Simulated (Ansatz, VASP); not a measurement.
# Na: VASP beside Ansatz

```xyz
1
Lattice="3.4375 0.0000 0.0000 0.0000 3.4375 0.0000 0.0000 0.0000 3.3775" Properties=species:S:1:pos:R:3 pbc="T T T"
Na    1.7188    1.7188    0.0000
```

Alike in both runs: functional PBE; k mesh 6 × 6 × 6; occupations gaussian, width 0.1 eV; no spin polarisation.

Ansatz relaxed the structure, and its values are those at the end. VASP's run is a single point on that final structure, the one shown.

|  | VASP | Ansatz |
| --- | --- | --- |
| version | VASP 6.6.1 | Ansatz 0.2.0 |
| potentials or method | VASP PAW PBE potentials, release 64 (Na_pv) | scalar-relativistic, plane waves, PAW |
| plane-wave cutoff (eV) | 520 | 420 |
| valence electrons in the cell | 7 | 9 |

|  | VASP | Ansatz | Ansatz less VASP |
| --- | --- | --- | --- |
| gap on the k mesh at the Fermi level (eV) | none | none | - |
| pressure (GPa) | 0.0 | 0.0 | 0.00 |

A gap of «none» marks a metal or a gap that the smearing closes. With one functional, cell and mesh, what is left measures potentials, basis and numerics. The two sets of potentials don't hold the same shells in valence.
